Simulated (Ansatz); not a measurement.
A series in volume scale on Y

Periodic Kohn-Sham DFT of a crystal at fixed atoms, scaled to volume_scale times the given cell; pressure positive in compression, energy less spherical unpolarised free atoms, largest_vzz the field gradient of largest size among the nuclei. The results are calculated, by Ansatz 0.2.0.

The cell before it is scaled or strained (space group P6_3/mmc, No. 194):
```
cell vectors (Å)
   3.6515     0.0000     0.0000
  -1.8257     3.1623     0.0000
   0.0000     0.0000     5.7474
atoms (fractions of the cell vectors)
Y   0.33333  0.66667  0.25000
Y   0.66667  0.33333  0.75000
```

Settings of every row: method frozen-core PAW; functional PBE; relativity scalar; k mesh 12x12x7; filling fermi-dirac; smearing width 0.08 eV; wave cutoff 420 eV; paw set soft_2.

Atom start moment: 0 on all atoms.

Limits: no gap: field gradients move with the k mesh.

| row | volume scale | V (Å³/atom) | pressure (GPa) | largest V_zz (1e21 V/m^2) |
| --- | --- | --- | --- | --- |
| 1 | 0.96 | 31.856 | ? | ? |
| 2 | 0.98 | 32.519 | 0.516 | 2.82 |
| 3 | 1 | 33.183 | -0.307 | 2.714 |
| 4 | 1.02 | 33.847 | -1.067 | 2.603 |
| 5 | 1.04 | 34.51 | -1.766 | 2.49 |

Question: what pressure and largest V_zz should row 1 give?

Worked fit of pressure. Take u = (V_r/V)^(2/3) − 1 with V_r = 33.515 Å³ an atom, which is twice the finite (Eulerian) strain; such expansions in the strain, on which the Birch-Murnaghan equation of state is built, carry the rest volume and the bulk modulus. The shown rows have u = 0.02032, 0.00666, -0.00655, -0.01932. Least squares give pressure = −0.6947 + 57.47 × u + 104.2 × u² GPa; a straight line predicts inner rows, each left out in turn, worse (root mean square 0.026 against 0.00075 GPa). All shown rows lie on it to the printed digit. The pressure vanishes at u = 0.0118, or V = 32.93 Å³ an atom, and there the bulk modulus at fixed shape and fractions is B = −V dP/dV = (2/3)(1 + u) dP/du = 40.4 GPa. Letting shape and atoms relax would as a rule lower it, by much in layered, chain or molecular crystals. The withheld row has u = 0.03442, so the fit gives −0.6947 + 57.47 × (0.03442) + 104.2 × (0.03442)² = 1.407 GPa.

The calculation gave 1.407 GPa. The fit meets it to the printed digit. This row lies beyond the range of the fit.

Worked fit of largest V_zz. Take t = volume scale − 1. The shown rows have t = -0.02, 0, 0.02, 0.04. Their means are 0.01 and 2.6568 1e21 V/m^2; the sums about the means are S_tt = 0.002 and S_ty = -0.01101, whose ratio is the slope. Least squares give largest V_zz = 2.7118 − 5.505 × t 1e21 V/m^2. The rows lie off it by -0.002, 0.002, 0.001, -0.002. The withheld row has t = -0.04, so the fit gives 2.7118 − 5.505 × (-0.04) = 2.932 1e21 V/m^2.

The calculation gave 2.92 1e21 V/m^2. The fit lies 0.012 1e21 V/m^2 (2.8 % of the column's range) above it; its largest miss of a shown row is 0.002 1e21 V/m^2. This row lies beyond the range of the fit.
